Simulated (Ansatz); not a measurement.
# In: pressure against volume

The task here is to estimate one member of a computed series from the others.

Computed with Ansatz 0.2.0 (DFT PBE, scalar-relativistic, unless a step's input says otherwise).

**The starting structure**

It takes space group I4/mmm (No. 139, tetragonal). Conventional cell: a = 3.252 Å, b = 3.252 Å, c = 4.948 Å, α = 90.00°, β = 90.00°, γ = 90.00°. In (site symmetry 4/mmm) is surrounded by 12 In at 3.25 to 3.38 Å.

Coordinates:

```cif
data_structure
_symmetry_space_group_name_H-M 'P 1'
_symmetry_Int_Tables_number 1
_cell_length_a 3.3777
_cell_length_b 3.3777
_cell_length_c 3.3777
_cell_angle_alpha 122.442
_cell_angle_beta 122.442
_cell_angle_gamma 85.820
_cell_volume 26.17
loop_
_atom_site_label
_atom_site_type_symbol
_atom_site_fract_x
_atom_site_fract_y
_atom_site_fract_z
_atom_site_occupancy
In1 In 0.00000 0.00000 0.00000 1
```

Structure: COD 9017523, as refined from experiment and not relaxed.

The first run:

Contents of input.yaml:

```yaml
crystal:
  lattice:
    - [-1.6041723059, 1.6041723059, 2.4405141445]
    - [1.6041723059, -1.6041723059, 2.4405141445]
    - [1.6041723059, 1.6041723059, -2.4405141445]
  atoms:
    - { symbol: In, position: [0.0, 0.0, 0.0] }
kpoints:
  mp_grid: { grid: [14, 14, 14] }
scf:
  occupations: { method: fermi_dirac, width: 0.05 }
hamiltonian:
  xc: pbe
  pseudopotentials: { kind: all_electron, lapw: { basis_error: 0.0005 } }
output:
  forces: true
  stress: true
  eigenvalues: true
```

Among the steps run: Volume × 0.96, LAPW; Volume × 0.96, PAW; Volume × 0.96, crystal datasets; Volume × 0.98, LAPW; Volume × 0.98, PAW; Volume × 1.02, LAPW; Volume × 1.02, PAW; Volume × 1.04, LAPW; Volume × 1.04, PAW; Volume × 1.04, crystal datasets.

One table of the session follows, with a row left open; its other results are not shown here.

| method | volume (Å³/atom) | pressure (GPa) |
| --- | --- | --- |
| LAPW | 25.121 | 3.99 |
| LAPW | 25.645 | 2.90 |
| LAPW | 26.168 | 1.93 |
| LAPW | 26.691 | 1.06 |
| LAPW | 27.215 | 0.29 |
| PAW | 25.121 | 3.99 |
| PAW | 25.645 | 2.90 |
| PAW | 26.168 | ? |
| PAW | 26.691 | 1.06 |
| PAW | 27.215 | 0.29 |
| crystal datasets | 25.121 | 3.99 |
| crystal datasets | 26.168 | 1.93 |
| crystal datasets | 27.215 | 0.29 |

Q: Estimate the row for PAW, 26.168 from the others.

**Answer.** pressure (GPa): 1.92. In the column «pressure (GPa)» it lies between PAW, 26.691 (1.06) and LAPW, 26.168 (1.93).

Limits of these values: Warnings in the runs' records: gradients without spin orbit, crystal datasets made.
